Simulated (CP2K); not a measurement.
## Sb in CP2K: convergence with smearing width

Input of the first run (smearing width 0.5 eV); the others differ in this setting and in those tied to it:

sb_converge.inp

```
&GLOBAL
  PROJECT sb_converge
  RUN_TYPE ENERGY_FORCE
  PRINT_LEVEL LOW
&END GLOBAL
&FORCE_EVAL
  METHOD QS
  STRESS_TENSOR ANALYTICAL
  &DFT
    BASIS_SET_FILE_NAME BASIS_MOLOPT
    POTENTIAL_FILE_NAME GTH_POTENTIALS
    &MGRID
      CUTOFF 450
      REL_CUTOFF 60
      NGRIDS 5
    &END MGRID
    &QS
      METHOD GPW
      EPS_DEFAULT 1.0E-9
    &END QS
    &KPOINTS
      SCHEME MONKHORST-PACK 7 7 4
      GAMMA_CENTERED T
      SYMMETRY T
      SYMMETRY_BACKEND SPGLIB
    &END KPOINTS
    &SCF
      SCF_GUESS ATOMIC
      EPS_SCF 1.0E-6
      MAX_SCF 100
      ADDED_MOS 10
      CHOLESKY OFF
      EPS_EIGVAL 1.0E-7
      &DIAGONALIZATION ON
        ALGORITHM STANDARD
      &END DIAGONALIZATION
      &MIXING ON
        METHOD BROYDEN_MIXING
        ALPHA 0.4
        BETA 1.5
        NBUFFER 8
      &END MIXING
      &SMEAR ON
        METHOD FERMI_DIRAC
        ELECTRONIC_TEMPERATURE 5802.26
      &END SMEAR
    &END SCF
    &XC
      &XC_FUNCTIONAL
        &LDA_X
        &END LDA_X
        &LDA_C_PW
        &END LDA_C_PW
      &END XC_FUNCTIONAL
    &END XC
    &PRINT
      &KPOINTS ON
      &END KPOINTS
      &MULLIKEN ON
      &END MULLIKEN
      &MO ON
        ENERGIES T
        OCCUPATION_NUMBERS T
        &EACH
          QS_SCF 0
        &END EACH
        ADD_LAST NUMERIC
      &END MO
    &END PRINT
  &END DFT
  &SUBSYS
    &CELL
      A 3.3545324186 0.0000000000 0.0000000000
      B -1.6772662093 2.9051102923 0.0000000000
      C 0.0000000000 0.0000000000 5.4701606500
      PERIODIC XYZ
    &END CELL
    &COORD
      SCALED
      Sb  0.6687780000 0.3357340000 0.7511670000
      Sb  0.3328740000 0.6660310000 0.2528870000
    &END COORD
    &KIND Sb
      BASIS_SET DZVP-MOLOPT-SR-GTH-q5
      POTENTIAL GTH-PADE-q5
    &END KIND
    &PRINT
      &ATOMIC_COORDINATES ON
      &END ATOMIC_COORDINATES
      &CELL ON
      &END CELL
      &SYMMETRY ON
      &END SYMMETRY
    &END PRINT
  &END SUBSYS
  &PRINT
    &FORCES ON
    &END FORCES
    &STRESS_TENSOR ON
    &END STRESS_TENSOR
  &END PRINT
&END FORCE_EVAL
```

Potentials or basis: GTH_POTENTIALS Sb GTH-PADE-q5; DZVP-MOLOPT-SR-GTH basis.

Run with:

```bash
$ OMP_NUM_THREADS=1 cp2k.psmp -i sb_converge.inp -o sb_converge.out
```

The cell isn't the ideal one: atoms moved at random, drawn with an rms of 0.02 Å.

This isn't the form of Sb at room conditions, which is rhombohedral.

Hardware: 1 thread of Arm Neoverse N1, with other jobs on the host.

Question: The values tried are 0.5 eV, 0.3 eV, 0.2 eV, 0.1 eV, 0.05 eV, 0.025 eV, 0.01 eV, loosest first. From which on does the energy stay within 1 meV/atom of the tightest run that finished?

Answer: From 0.05 eV on.

| smearing width | energy less the tightest run, at zero smearing (meV/atom) | pressure (GPa) | largest force (eV/Å) | SCF cycles | CPU time (s) | peak memory (GiB) |
| --- | --- | --- | --- | --- | --- | --- |
| 0.5 eV | -3.53 | 0.51 | 0.010 | 11 | 20 | 0.24 |
| 0.3 eV | -2.57 | -0.38 | 0.007 | 11 | 20 | 0.24 |
| 0.2 eV | -2.22 | -0.65 | 0.007 | 11 | 19 | 0.24 |
| 0.1 eV | -1.74 | -0.87 | 0.010 | 11 | 19 | 0.24 |
| 0.05 eV | -0.76 | -0.98 | 0.020 | 11 | 20 | 0.24 |
| 0.025 eV | -0.26 | -1.04 | 0.032 | 11 | 19 | 0.24 |
| 0.01 eV | 0.00 | -1.06 | 0.049 | 11 | 19 | 0.24 |

Against the tightest run, the pressure stays within 0.1 GPa from 0.05 eV on. Not settled before the last step: the largest force (to 0.005 eV/Å). Narrower smearing needs a denser k mesh, so at a fixed mesh the narrowest width isn't the most accurate. The tightest run that finished is the yardstick and may itself not be fully converged.

Caveat, for the tightest run too: the basis of atomic orbitals isn't converged, which shifts pressures, moduli and gaps. The run has no spin-orbit coupling, so splittings on Sb are missing.
